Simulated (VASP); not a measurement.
Se, 1 atom in the cell. It takes space group R-3m (No. 166, trigonal). Conventional cell: a = 3.850 Å, b = 3.850 Å, c = 2.645 Å, α = 90.00°, β = 90.00°, γ = 120.00°. Se (site symmetry -3m) is surrounded by 8 Se at 2.39 to 2.65 Å. This isn't the form of Se at room conditions, which is trigonal, of chains.

```yaml
Program: VASP 6.6.1
Task: relaxation of cell and atoms
Functional: PBE
Potentials_or_basis: VASP PAW PBE potentials, release 64 (Se)
Cutoff: 520 eV
k_mesh: 15 × 15 × 15
Occupations: gaussian, width 0.02 eV
Spin: no spin polarisation
Target_pressure: 125 GPa
Further_INCAR_settings: ALGO = Normal; EDIFF = 0.05; IBRION = 2; EDIFFG = -0.002; NSW = 80; ISIF = 3
Target_pressure: 125 GPa
```

Potentials or basis: VASP PAW PBE potentials, release 64 (Se).

Run with:

```bash
$ cat potpaw_PBE.64/Se/POTCAR > POTCAR
$ mpirun -np 1 vasp_std > vasp.out
```

Hardware: 1 thread of AMD EPYC 7R13 Processor (Zen 3), with other jobs on the host.

How long does it take, and how much memory?

Run time: 61 s on 1 thread of AMD EPYC 7R13 Processor (Zen 3), with other jobs on the host, peak memory 0.12 GiB. Counts: scf iterations 44, k points 344, ion steps 18.
